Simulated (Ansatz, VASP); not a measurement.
# Nb in VASP and in Ansatz

Contents of INCAR:

```
SYSTEM = Nb
PREC = Accurate
ENCUT = 520
EDIFF = 1E-8
ISMEAR = -1
SIGMA = 0.08
LREAL = .False.
LASPH = .True.
NELM = 100
ALGO = Normal
ISIF = 2
LWAVE = .False.
LCHARG = .False.
GGA = PE
LEFG = .True.
NBANDS = 12
```

Contents of KPOINTS:

```
regular mesh
0
Gamma
  13 13 13
  0 0 0
```

The input POSCAR:

```
Nb
1.0
    0.0211500000      2.1255750000      2.1255750000
    2.1255750000      0.0211500000      2.1255750000
    2.1255750000      2.1255750000      0.0211500000
Nb
1
Direct
    0.0000000000      0.0000000000      0.0000000000
```

Input for Ansatz:

```yaml
crystal:
  lattice:
    - [0.02115, 2.125575, 2.125575]
    - [2.125575, 0.02115, 2.125575]
    - [2.125575, 2.125575, 0.02115]
  atoms:
    - { symbol: Nb, position: [0.0, 0.0, 0.0] }
kpoints:
  mp_grid: { grid: [13, 13, 13] }
scf:
  occupations: { method: fermi_dirac, width: 0.08 }
hamiltonian:
  xc: pbe
  pseudopotentials: { kind: paw }
output:
  forces: true
  stress: true
  eigenvalues: true
  efg: { contact_densities: true }
  write_density: true
  write_potential: true
  elf: true
  volumetric_format: npy
```

Change from the starting cell: equal xy, yz and zx shear strains of +1 %, PAW files.

Alike in both runs: task electric field gradients; functional PBE; k mesh 13 × 13 × 13; occupations fermi-dirac, width 0.08 eV; no spin polarisation.

```csv
,VASP,Ansatz
version,VASP 6.6.1,Ansatz 0.2.0
potentials or method,"VASP PAW PBE potentials, release 64 (Nb_sv)","PAW with Ansatz's default frozen-core files, scalar-relativistic"
plane-wave cutoff (eV),520,420
valence electrons in the cell,13,13
```

Ansatz gave:

| Quantity | Value |
| --- | --- |
| pressure (GPa) | -1.1 |
| largest component of the traceless stress (GPa) | 0.45 |
| Vzz of the field gradient on the site that differs most (V/Å²) | -1.8 |

Task: What did VASP give for the same quantities?

Result: Pressure (GPa): -1.4; largest component of the traceless stress (GPa): 0.44; Vzz of the field gradient on the site that differs most (V/Å²): -2.3.

Ansatz warned: «gradients_without_spin_orbit».
